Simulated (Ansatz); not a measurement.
**ZnSe: the order of phases at one pressure**

Aim: bring ZnSe in several structures (rocksalt, CsCl, zincblende, NiAs) to one pressure and rank them by enthalpy. The pressure is set by scaling the first phase. Methods of the runs shown: LAPW. Companion runs by PAW are cited.

Computed with Ansatz 0.2.0 (DFT, PBE, all-electron LAPW, scalar-relativistic, unless a step's input says otherwise).

## 1. The structure to begin with

Symmetry: Fm-3m, No. 225, cubic system. Conventional cell: a = 5.367 Å, b = 5.367 Å, c = 5.367 Å, α = 90.00°, β = 90.00°, γ = 90.00°. Around Zn (site symmetry m-3m) lie 6 Se at 2.68 Å. Around Se (site symmetry m-3m) lie 6 Zn at 2.68 Å.

Structure file:

```cif
data_structure
_symmetry_space_group_name_H-M 'P 1'
_symmetry_Int_Tables_number 1
_cell_length_a 3.7953
_cell_length_b 3.7953
_cell_length_c 3.7953
_cell_angle_alpha 60.000
_cell_angle_beta 60.000
_cell_angle_gamma 60.000
_cell_volume 38.66
loop_
_atom_site_label
_atom_site_type_symbol
_atom_site_fract_x
_atom_site_fract_y
_atom_site_fract_z
_atom_site_occupancy
Zn1 Zn 0.00000 0.00000 0.00000 1
Se1 Se 0.50000 0.50000 0.50000 1
```

Atoms are numbered in the order of the input: Zn1, Se2.

## 2. Rocksalt relaxed under pressure, LAPW

Contents of input.yaml:

```yaml
crystal:
  lattice:
    - [0.0, 2.683681501, 2.683681501]
    - [2.683681501, 0.0, 2.683681501]
    - [2.683681501, 2.683681501, 0.0]
  atoms:
    - { symbol: Zn, position: [0.0, 0.0, 0.0] }
    - { symbol: Se, position: [0.5, 0.5, 0.5] }
kpoints:
  mp_grid: { grid: [13, 13, 13] }
scf:
  occupations: { method: fermi_dirac, width: 0.08 }
hamiltonian:
  xc: pbe
  pseudopotentials: { kind: all_electron, lapw: { basis_error: 0.0005 } }
output:
  forces: true
  stress: true
  eigenvalues: true
relax:
  f_tol: 0.005
  max_steps: 12
  cell: { p_target: 0.043, stress_tol: 0.03 }
```

Command:

```console
> ansatz run input.yaml --threads 1 --pin off --max-ram 3584MiB --backend cpu --events-out ev --progress --plain --runs-dir out
```

The runs that follow: CsCl relaxed under pressure, LAPW; Zincblende relaxed under pressure, LAPW; NiAs at the cell that PAW relaxed, LAPW.

**Question.** What will these runs give? Wanted: pressure; lowest (for each run or level that gives them).

**Answer**, as computed:

| quantity | value |
| --- | --- |
| pressure | 0.043 GPa |
| lowest (LAPW) | zincblende, 303.8 meV/atom under rocksalt |
| lowest (PAW) | zincblende, 304.4 meV/atom under rocksalt |

In words: By LAPW the order is zincblende < rocksalt < NiAs < CsCl. By PAW the order is zincblende < rocksalt < NiAs < CsCl. The methods agree on the lowest phase. Only these structures were tried, with electrons smeared by 0.08 eV and without vibrations, so the true ground state may be another. The k meshes differ between phases and weren't tested, which can move differences by some meV.
